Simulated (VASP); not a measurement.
Consider the following.

```
ZnTe
1.0
    0.00000     3.19527     3.19527
    3.19527     0.00000     3.19527
    3.19527     3.19527     0.00000
Zn Te
1 1
Direct
  0.00000   0.00000   0.00000
  0.25000   0.25000   0.25000
```

All values below come from RPBE GGA, VASP's PBE PAW potentials (set 64) (plane waves; VASP 6.6.1). Run with 520 eV cut-off, 7×7×7 Γ-centred mesh, Gaussian smearing of 0.050 eV, potentials Zn Te.

Give the stress tensor in GPa (positive for a compressed cell).

```
-1.91   0.00   0.00
 0.00  -1.91   0.00
 0.00   0.00  -1.91
```
The pressure is its mean diagonal, -1.91 GPa.

The compound is ZnTe in the zinc blende structure. This cell is one point of a volume scan, at 1.06 of the reference volume.
